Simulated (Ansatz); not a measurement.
Runs of Ansatz 0.2.0 on SiNi3. It takes space group R-3m (No. 166, trigonal). The conventional cell has a = 2.586 Å, b = 2.586 Å, c = 22.986 Å, α = 90.00°, β = 90.00°, γ = 120.00°. Ni (site symmetry 3m) is surrounded by 3 Si at 2.34 Å and 9 Ni at 2.52 to 2.59 Å. Ni (site symmetry -3m) has 12 Ni at 2.52 to 2.59 Å as nearest neighbours. Around Si (site symmetry -3m) lie 6 Ni at 2.34 Å and 6 Si at 2.59 Å. The cell comes from a database or a generator and needn't be the stable form of this composition.

```tsv
task	level	U	cutoff (eV)	basis error allowed	gap on the mesh (eV)	pressure (GPa)	moment (μB)	largest force (eV/Å)
single point	PBEsol	-	303	0.001 eV/atom	none	-6.3	0.48	0.06
density of states	PBEsol+U	Ni d U = 4 eV	280	0.002 eV/atom	none	-0.9	(a)	0.25
band structure	PBEsol	-	280	0.002 eV/atom	-	-6.3	0.48	0.06
density of states	PBEsol+U	Ni d U = 8 eV	280	0.002 eV/atom	none	0.2	1.36	0.26
density of states	PBEsol+U	Ni d U = 2 eV	280	0.002 eV/atom	none	(d)	(c)	0.11
band structure	LDA	-	280	0.002 eV/atom	-	-12.6	0.22	0.11
density of states	PBEsol+U	Ni d U = 6 eV	280	0.002 eV/atom	none	-1.9	(b)	0.20
```

Alike in all rows: potentials or basis all-electron LAPW, scalar-relativistic; spin collinear, ferromagnetic start; cell as given; k mesh 12 × 12 × 12; smearing fermi-dirac 0.05 eV.

Question: Estimate the missing entries.

Answer: (a) 1.14; (b) 1.29; (c) 0.82; (d) -6.2.

Caveats: the magnetic state may not be the lowest (some runs); U is the effective U less J, on atomic orbitals that reach past the spheres (some runs); the U is typed as a test and isn't derived for this compound (some runs).

A k mesh can miss the band edges.

A gap of «none» marks a metal or a gap under the smearing width.

Not every run made on this cell is shown here.
